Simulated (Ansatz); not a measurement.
HfN: the change of energy less free atoms and pressure with volume scale

All results are calculated (Ansatz 0.2.0). Periodic Kohn-Sham DFT of a crystal at fixed atoms, scaled to volume_scale times the given cell; pressure positive in compression, energy less spherical unpolarised free atoms, largest_vzz the field gradient of largest size among the nuclei.

The cell before it is scaled or strained (space group Fm-3m, No. 225):
```
cell vectors (Å)
   0.0000     2.2590     2.2590
   2.2590     0.0000     2.2590
   2.2590     2.2590     0.0000
atoms (fractions of the cell vectors)
Hf  0.00000  0.00000  0.00000
N   0.50000  0.50000  0.50000
```

Settings of every row: method all-electron LAPW; functional LDA; relativity scalar; k mesh 10x10x10; filling fermi-dirac; smearing width 0.03 eV; basis error target 1 meV/atom; nucleus gaussian.

Atom start moment: 0 on all atoms.

Limits: no spin-orbit coupling on heavy atoms.

```csv
row,volume scale,V (Å³/atom),energy less free atoms (eV/atom),pressure (GPa)
1,0.94,10.836,-10.5916,9.276
2,0.96,11.067,?,?
3,0.98,11.297,-10.5988,-3.738
4,0.99,11.413,-10.5951,-6.572
5,1,11.528,-10.5894,-9.257
6,1.01,11.643,-10.5818,-11.799
7,1.02,11.758,-10.5725,-14.207
8,1.04,11.989,-10.5488,-18.645
9,1.06,12.22,-10.519,-22.622
```

Question: what energy less free atoms and pressure should row 2 give?

Worked fit of energy less free atoms. Take u = (V_r/V)^(2/3) − 1 with V_r = 11.585 Å³ an atom, which is twice the finite (Eulerian) strain; such expansions in the strain, on which the Birch-Murnaghan equation of state is built, carry the rest volume and the bulk modulus. The shown rows have u = 0.04557, 0.01692, 0.01002, 0.00329, -0.00332, -0.00983, -0.02259, -0.03495. Least squares give energy less free atoms = −10.58587 − 1.1382 × u + 22.211 × u² eV/atom; a straight line predicts inner rows, each left out in turn, worse (root mean square 0.011 against 4.8e-05 eV/atom). The rows lie off it by 0.0000, 0.0000, -0.0001, 0.0000, 0.0000, 0.0000, 0.0000, 0.0000. Its lowest point lies at u = 0.0256, or V = 11.15 Å³ an atom, and the curvature there gives the bulk modulus at fixed shape and fractions, B = (4/9)(1 + u)² E″(u)/V = 298 GPa. The withheld row has u = 0.03097, so the fit gives −10.58587 − 1.1382 × (0.03097) + 22.211 × (0.03097)² = -10.5998 eV/atom.

The calculation gave -10.5999 eV/atom. The fit lies 0.0001 eV/atom (0.12 % of the column's range) above it, one unit of the last digit.

Worked fit of pressure. Take u = (V_r/V)^(2/3) − 1 with V_r = 11.585 Å³ an atom, which is twice the finite (Eulerian) strain; such expansions in the strain, on which the Birch-Murnaghan equation of state is built, carry the rest volume and the bulk modulus. The shown rows have u = 0.04557, 0.01692, 0.01002, 0.00329, -0.00332, -0.00983, -0.02259, -0.03495. Least squares give pressure = −10.538 + 384.247 × u + 1107.28 × u² GPa; a straight line predicts inner rows, each left out in turn, worse (root mean square 0.57 against 0.011 GPa). The rows lie off it by 0.004, -0.018, 0.005, 0.005, 0.002, 0.001, 0.008, -0.007 (root mean square 0.008 GPa). The pressure vanishes at u = 0.0255, or V = 11.15 Å³ an atom, and there the bulk modulus at fixed shape and fractions is B = −V dP/dV = (2/3)(1 + u) dP/du = 301 GPa. The withheld row has u = 0.03097, so the fit gives −10.538 + 384.247 × (0.03097) + 1107.28 × (0.03097)² = 2.424 GPa.

The calculation gave 2.416 GPa. The fit lies 0.008 GPa (0.025 % of the column's range) above it; its largest miss of a shown row is 0.018 GPa.
